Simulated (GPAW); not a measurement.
# MgSi (P4/mmm) in GPAW: convergence with plane-wave cutoff (eV)

Aim: find how far plane-wave cutoff (eV) must go before the results for MgSi settle, at PBEsol. This setting moves, with any that are tied to it; all else stays.

All numbers are computed with GPAW 26.7.0; they aren't measurements. Logs are shortened: lines on timing, memory, paths and dates and some standing lists are left out, and cuts for length are marked. The log counts tension as positive stress, the text compression.

### Step 1. The crystal as given

The structure is tetragonal, space group P4/mmm (No. 123). The conventional cell has a = 2.908 Å, b = 2.908 Å, c = 4.103 Å, α = 90.00°, β = 90.00°, γ = 90.00°. Around Si (site symmetry 4/mmm) lie 8 Mg at 2.90 Å and 4 Si at 2.91 Å. Mg (site symmetry 4/mmm) is surrounded by 8 Si at 2.90 Å and 4 Mg at 2.91 Å.

The cell comes from a database or a generator and needn't be the stable form of this composition.

### Step 2. With plane-wave cutoff (eV) 300

File run.py:

```python
from ase import Atoms
from ase.dft.bandgap import bandgap
from ase.io import write
from ase.units import GPa
from gpaw import GPAW, PW, setup_paths

setup_paths.insert(0, '.')

atoms = Atoms(['Si', 'Mg'],
              cell=[[2.908394, 0.0, 0.0],
                    [0.0, 2.908394, 0.0],
                    [0.0, 0.0, 4.103427]],
              scaled_positions=[[0.5, 0.5, 0.5],
                                [0.0, 0.0, 0.0]],
              pbc=True)

calc = GPAW(mode=PW(300),
            xc='PBEsol',
            kpts={'size': (7, 7, 5), 'gamma': True},
            occupations={'name': 'fermi-dirac', 'width': 0.05},
            nbands=15,
            convergence={'density': 1e-05, 'energy': 1e-05},
            maxiter=100,
            txt='gpaw.txt')
atoms.calc = calc
energy = atoms.get_potential_energy()
forces = atoms.get_forces()
stress = atoms.get_stress()
calc.write('gs.gpw')
write('result.traj', atoms)
print(f'Energy: {energy:.6f} eV')
print('Forces (eV/A):')
print(forces.round(4))
print('Stress (GPa):', (stress / GPa).round(3))
print('Fermi level:', round(calc.get_fermi_level(), 4), 'eV')
print(f'Gap: {bandgap(calc)[0]:.4f} eV, direct: {bandgap(calc, direct=True)[0]:.4f} eV')
```

Potentials or basis: PAW data sets generated in the run's folder for this functional, pw.

Started as:

```
$ gpaw-setup -f PBEsol Mg Si
$ OMP_NUM_THREADS=1 python run.py
```

It took 4.5 s on 1 thread of Arm Neoverse V2, shared host; peak memory 0.12 GiB.

What came out:

| Quantity | Value |
| --- | --- |
| Free energy | -7.2863 eV |
| Pressure | -4.5 GPa |
| Band gap on the k mesh | none (metal or under the smearing width) |

### Step 3. With plane-wave cutoff (eV) 350

Edit run.py of step 2 so:

```diff
@@ -16,3 +16,3 @@
 
-calc = GPAW(mode=PW(300),
+calc = GPAW(mode=PW(350),
             xc='PBEsol',
```

Potentials or basis: PAW data sets generated in the run's folder for this functional, pw.

Started as:

```
$ gpaw-setup -f PBEsol Mg Si
$ OMP_NUM_THREADS=1 python run.py
```

It took 5.3 s on 1 thread of Arm Neoverse V2, shared host; peak memory 0.12 GiB.

What came out:

- Free energy: -7.3942 eV
- Pressure: -4.0 GPa
- Band gap on the k mesh: none (metal or under the smearing width)

### Step 4. With plane-wave cutoff (eV) 400

Edit run.py of step 3 so:

```diff
@@ -16,3 +16,3 @@
 
-calc = GPAW(mode=PW(350),
+calc = GPAW(mode=PW(400),
             xc='PBEsol',
```

Started as:

```
$ gpaw-setup -f PBEsol Mg Si
$ OMP_NUM_THREADS=1 python run.py
```

Wall time 5.3 s (1 thread of Arm Neoverse V2, shared host); peak memory 0.13 GiB.

Results:

| Property | Result |
| --- | --- |
| Free energy | -7.4602 eV |
| Pressure | -3.3 GPa |
| Band gap on the k mesh | none (metal or under the smearing width) |

### Step 5. With plane-wave cutoff (eV) 500

Edit run.py of step 4 so:

```diff
@@ -16,3 +16,3 @@
 
-calc = GPAW(mode=PW(400),
+calc = GPAW(mode=PW(500),
             xc='PBEsol',
```

Started as:

```
$ gpaw-setup -f PBEsol Mg Si
$ OMP_NUM_THREADS=1 python run.py
```

Run time: 6.4 s. Hardware: 1 thread of Arm Neoverse V2, shared host; peak memory 0.13 GiB.

What came out:

```yaml
Free_energy: -7.5076 eV
Pressure: -2.4 GPa
Band_gap_on_the_k_mesh: none (metal or under the smearing width)
```

### Step 6. With plane-wave cutoff (eV) 600

Edit run.py of step 5 so:

```diff
@@ -16,3 +16,3 @@
 
-calc = GPAW(mode=PW(500),
+calc = GPAW(mode=PW(600),
             xc='PBEsol',
```

Potentials or basis: PAW data sets generated in the run's folder for this functional, pw.

Started as:

```
$ gpaw-setup -f PBEsol Mg Si
$ OMP_NUM_THREADS=1 python run.py
```

Run time: 8.8 s. Hardware: 1 thread of Arm Neoverse V2, shared host; peak memory 0.14 GiB.

It converged, with:

```
Free energy            : -7.5150 eV
Pressure               : -2.2 GPa
Band gap on the k mesh : none (metal or under the smearing width)
```

### Step 7. With plane-wave cutoff (eV) 700

Edit run.py of step 6 so:

```diff
@@ -16,3 +16,3 @@
 
-calc = GPAW(mode=PW(600),
+calc = GPAW(mode=PW(700),
             xc='PBEsol',
```

Started as:

```
$ gpaw-setup -f PBEsol Mg Si
$ OMP_NUM_THREADS=1 python run.py
```

Run time: 9.8 s. Hardware: 1 thread of Arm Neoverse V2, shared host; peak memory 0.15 GiB.

The run converged. Its results:

```
Free energy            : -7.5157 eV
Pressure               : -2.1 GPa
Band gap on the k mesh : none (metal or under the smearing width)
```

### Step 8. With plane-wave cutoff (eV) 800

Edit run.py of step 7 so:

```diff
@@ -16,3 +16,3 @@
 
-calc = GPAW(mode=PW(700),
+calc = GPAW(mode=PW(800),
             xc='PBEsol',
```

Started as:

```
$ gpaw-setup -f PBEsol Mg Si
$ OMP_NUM_THREADS=1 python run.py
```

Wall time 9.8 s (1 thread of Arm Neoverse V2, shared host); peak memory 0.15 GiB.

Results (log left out):

```
Free energy            : -7.5158 eV
Pressure               : -2.1 GPa
Band gap on the k mesh : none (metal or under the smearing width)
```

### Step 9. With plane-wave cutoff (eV) 1000

Edit run.py of step 8 so:

```diff
@@ -16,3 +16,3 @@
 
-calc = GPAW(mode=PW(800),
+calc = GPAW(mode=PW(1000),
             xc='PBEsol',
```

Potentials or basis: PAW data sets generated in the run's folder for this functional, pw.

Started as:

```
$ gpaw-setup -f PBEsol Mg Si
$ OMP_NUM_THREADS=1 python run.py
```

Wall time 16 s (1 thread of Arm Neoverse V2, shared host); peak memory 0.17 GiB.

Results (log left out):

```yaml
Free_energy: -7.5159 eV
Pressure: -2.1 GPa
Band_gap_on_the_k_mesh: none (metal or under the smearing width)
```

### Step 10. With plane-wave cutoff (eV) 1200

Edit run.py of step 9 so:

```diff
@@ -16,3 +16,3 @@
 
-calc = GPAW(mode=PW(1000),
+calc = GPAW(mode=PW(1200),
             xc='PBEsol',
```

Potentials or basis: PAW data sets generated in the run's folder for this functional, pw.

Started as:

```
$ gpaw-setup -f PBEsol Mg Si
$ OMP_NUM_THREADS=1 python run.py
```

gpaw.txt:

```text
__  _  _
 | _ |_)|_||  |
 |__||  | ||/\| - 26.7.0

Input parameters:
  mode=PW(ecut=1200.0),
  convergence={'density': 1e-05, 'energy': 1e-05},
  kpts=MonkhorstPack(size=(7, 7, 5), gamma=True),
  maxiter=100,
  nbands=15,
  occupations=Occupations(name='fermi-dirac', width=0.05),
  xc=XC(name='PBEsol')

Diagonalizing LCAO Hamiltonian
Converting LCAO to pw mode
   .------.
  /|      |
 * |      |
 | | Si   |
 | |      |
 | .------.
 |/      /
 Mg-----*

Atoms  # Å, Bohr magnetons
|   | symbol |        x |        y |        z |    initial magnetic moments |
|---|--------|----------|----------|----------|-----------------------------|
| 0 |     Si | 1.454197 | 1.454197 | 2.051713 | ( 0.0000,  0.0000,  0.0000) |
| 1 |     Mg | 0.000000 | 0.000000 | 0.000000 | ( 0.0000,  0.0000,  0.0000) |

Unit cell  # Å
| periodic |        x |        y |        z |  lengths |    angles |
|----------|----------|----------|----------|----------|-----------|
|      yes | 2.908394 | 0.000000 | 0.000000 | 2.908394 | 90.000000 |
|      yes | 0.000000 | 2.908394 | 0.000000 | 2.908394 | 90.000000 |
|      yes | 0.000000 | 0.000000 | 4.103427 | 4.103427 | 90.000000 |

Number of symmetries: 16
Symmetry operations  # r_c * U_cc + t_c -> r_c
|    | kind |            matrix            |
|----|------|------------------------------|
|  0 |  E   |  1, 0, 0,  0, 1, 0,  0, 0, 1 |
|  1 |  σ   |  1, 0, 0,  0, 1, 0,  0, 0,-1 |
|  2 |  σ   |  1, 0, 0,  0,-1, 0,  0, 0, 1 |
|  3 |  C2  |  1, 0, 0,  0,-1, 0,  0, 0,-1 |
|  4 |  σ   |  0, 1, 0,  1, 0, 0,  0, 0, 1 |
|  5 |  C2  |  0, 1, 0,  1, 0, 0,  0, 0,-1 |
|  6 |  C4  |  0, 1, 0, -1, 0, 0,  0, 0, 1 |
|  7 |  S4  |  0, 1, 0, -1, 0, 0,  0, 0,-1 |
|  8 |  C4  |  0,-1, 0,  1, 0, 0,  0, 0, 1 |
|  9 |  S4  |  0,-1, 0,  1, 0, 0,  0, 0,-1 |
| 10 |  σ   |  0,-1, 0, -1, 0, 0,  0, 0, 1 |
| 11 |  C2  |  0,-1, 0, -1, 0, 0,  0, 0,-1 |
| 12 |  σ   | -1, 0, 0,  0, 1, 0,  0, 0, 1 |
| 13 |  C2  | -1, 0, 0,  0, 1, 0,  0, 0,-1 |
| 14 |  C2  | -1, 0, 0,  0,-1, 0,  0, 0, 1 |
| 15 |  i   | -1, 0, 0,  0,-1, 0,  0, 0,-1 |

BZ-sampling:
  Number of BZ points: 245
  Number of IBZ points: 30

  Monkhorst-Pack size: [7, 7, 5]
  Monkhorst-Pack shift: [0, 0, 0]

K-points  # in reciprocal-cell coordinates
|     |                                coordinates |     weight |
|-----|--------------------------------------------|------------|
|   0 | (  0.00000000,   0.00000000,   0.00000000) | 0.00408163 |
|   1 | (  0.00000000,   0.00000000,   0.20000000) | 0.00816327 |
|   2 | (  0.00000000,   0.00000000,   0.40000000) | 0.00816327 |
|   3 | (  0.14285714,   0.00000000,   0.00000000) | 0.01632653 |
|   4 | (  0.14285714,   0.00000000,   0.20000000) | 0.03265306 |
|   5 | (  0.14285714,   0.00000000,   0.40000000) | 0.03265306 |
|   6 | (  0.14285714,   0.14285714,   0.00000000) | 0.01632653 |
|   7 | (  0.14285714,   0.14285714,   0.20000000) | 0.03265306 |
|   8 | (  0.14285714,   0.14285714,   0.40000000) | 0.03265306 |
|   9 | (  0.28571429,   0.00000000,   0.00000000) | 0.01632653 |
| ... |                                            |            |
|  29 | (  0.42857143,   0.42857143,   0.40000000) | 0.03265306 |

Plane wave coefficients: 3299
Cutoff: 1200.0 eV

Spin-components: 1 (collinear spins)
Bands:           15
Projectors:      10
Spin-degeneracy: 2
Datatype:        complex128

Parallelization:
  kpt:    1
  domain: 1
  band:   1

Density:
  Valence electrons: 14.0
  Components: 1
  Grid points: [24 24 35]
  Charge: 0.0  # |e|

Potential:
  Grid points: [24 24 35]

species:
  Si:
    name:    Silicon
    Z:       14.0
    valence: 4
    core:    10
    charge:  0.0  # [|e|]
    compensation charges:
      type: gauss
      rc: 0.33  # [Å]
      lmax: 2
    cutoffs:
      filter: 1.86  # [Å]
      core: 2.06  # [Å]
    projectors
    | kind |    occ | energy [eV] | rcut [Å] |
    |------|--------|-------------|----------|
    |   3s |  2.000 |     -10.768 |    1.058 |
    |   3p |  2.000 |      -4.057 |    1.058 |
    |    s |        |      16.444 |    1.058 |
    |    p |        |      23.155 |    1.058 |
    |    d |        |       0.000 |    1.058 |

    Using partial waves for Si as LCAO basis

  Mg:
    name:    Magnesium
    Z:       12.0
    valence: 10
    core:    2
    charge:  0.0  # [|e|]
    compensation charges:
      type: gauss
      rc: 0.33  # [Å]
      lmax: 2
    cutoffs:
      filter: 1.86  # [Å]
      core: 0.54  # [Å]
    projectors
    | kind |    occ | energy [eV] | rcut [Å] |
    |------|--------|-------------|----------|
    |   2s |  2.000 |     -79.588 |    1.090 |
    |   3s |  2.000 |      -4.679 |    1.090 |
    |   2p |  6.000 |     -46.550 |    1.085 |
    |   3p |  0.000 |      -1.306 |    1.085 |
    |    d |        |       0.000 |    1.037 |

    Using partial waves for Mg as LCAO basis

Reference energy: -13309.382042  # eV

eigensolver:
  PPCG
  Converge bands: occupied
  niter=2

density mixing:
  MSR1-Mixer
  Pratt-step length: 0.05
  Maximum mixing coefficient: 0.75
  Old densities: 10
  SVD Regularization: 0.005
  Good broyden scale: 1.0
  Trust region scale: 1.0
  Backstep threshold: 4.0
  History deletion threshold: 6.0
  Fourier metric: weight=20.0, sigma=0.015

occupation numbers:
  Fermi-Dirac:
    width: 0.0500  # eV

poisson solver:
  ecut: 9600.0  # eV

xc functional:
  name: PBEsol with 2 nearest neighbor stencil

convergence criteria:
- Maximum integral of absolute [dens]ity change: 1e-05 electrons / valence electron
- Maximum [total energy] change in last 3 cyles: 1e-05 eV / valence electron
- Maximum integral of absolute [eigenst]ate change: 4e-08 eV^2 / valence electron
maximum number of iterations: 100

SCF iterations
|iter     | |      energy | eigst |  dens |
|---------|-|-------------|-------|-------|
|iter:   1| |   -7.575966 | +0.18 |       |
|iter:   2| |   -7.566391 | -2.60 | -1.34 |
|iter:   3| |   -7.515003 | -2.23 | -1.36 |
|iter:   4| |   -7.514184 | -3.78 | -2.00 |
|iter:   5| |   -7.514200 | -5.11 | -2.80 |
|iter:   6| |   -7.514207c| -6.33 | -3.51 |
|iter:   7| |   -7.514206c| -7.11 | -4.04 |
|iter:   8| |   -7.514206c| -8.06c| -4.89 |
|iter:   9| |   -7.514206c| -8.61c| -5.73c|

Converged in 9 steps
Energy contributions relative to reference atoms: (reference = -13309.382042)

Energy contributions:
  Kinetic:           2.423998
  Coulomb:          -0.045036
  Zero:             -0.053332
  External:          0.000000
  Xc:               -9.838098
  Entropy:          -0.003477
  Spinorbit:         0.000000
  ----------------------------
  Free energy:      -7.515945
  Extrapolated:     -7.514206

dipole moment: (-4.185570, -4.185570, -5.905383)  # |e|*Ang

Fermi level: 6.349
Eigenvalues  # (at kpt = [0.000, 0.000, 0.000])
| band index |      eig [eV] | occ [0-2] |
|------------|---------------|-----------|
|          0 |       -69.449 |     2.000 |
|          1 |       -36.410 |     2.000 |
|          2 |       -36.409 |     2.000 |
|          3 |       -36.409 |     2.000 |
|          4 |        -4.883 |     2.000 |
|          5 |         3.559 |     2.000 |
|          6 |         5.426 |     2.000 |
|          7 |        10.705 |     0.000 |
|          8 |        10.705 |     0.000 |
|          9 |        11.798 |     0.000 |
|         10 |        14.709 |     0.000 |
|         11 |        18.865 |     0.000 |
|         12 |        18.865 |     0.000 |
|         13 |        19.313 |     0.000 |
|         14 |        20.081 |     0.000 |

No gap
No difference between direct/indirect transitions

Forces  # eV/Ang
|        x |        y |       z |
|----------|----------|---------|
| -0.00000 | -0.00000 | 0.00000 |  # Si   0
|  0.00000 |  0.00000 | 0.00000 |  # Mg   1

Stress tensor  # eV/Ang^3
|        x |        y |        z |
|----------|----------|----------|
| 0.019953 | 0.000000 | 0.000000 |
| 0.000000 | 0.019953 | 0.000000 |
| 0.000000 | 0.000000 | 0.000254 |

# Writing to gs.gpw (mode='')
```

It took 18 s on 1 thread of Arm Neoverse V2, shared host; peak memory 0.19 GiB.

Results:

| Item | Value |
| --- | --- |
| Free energy | -7.5159 eV |
| Pressure | -2.1 GPa |
| Band gap on the k mesh | none (metal or under the smearing width) |

### Step 11. The series at a glance

```csv
plane-wave cutoff (eV),"energy less the tightest run, at zero smearing (meV/atom)",pressure (GPa),SCF cycles,CPU time (s),peak memory (GiB)
300,114.81,-4.48,8,4.5,0.12
350,60.84,-4.02,9,5.3,0.12
400,27.87,-3.29,9,5.3,0.13
500,4.15,-2.41,9,6.4,0.13
600,0.49,-2.18,9,8.8,0.14
700,0.13,-2.15,9,9.8,0.15
800,0.07,-2.15,9,9.8,0.15
1000,0.01,-2.15,9,16,0.17
1200,0.00,-2.14,9,18,0.19
```

Against the tightest run, the energy stays within 1 meV/atom from 600 on; the pressure stays within 0.1 GPa from 600 on. The tightest run that finished is the yardstick and may itself not be fully converged.
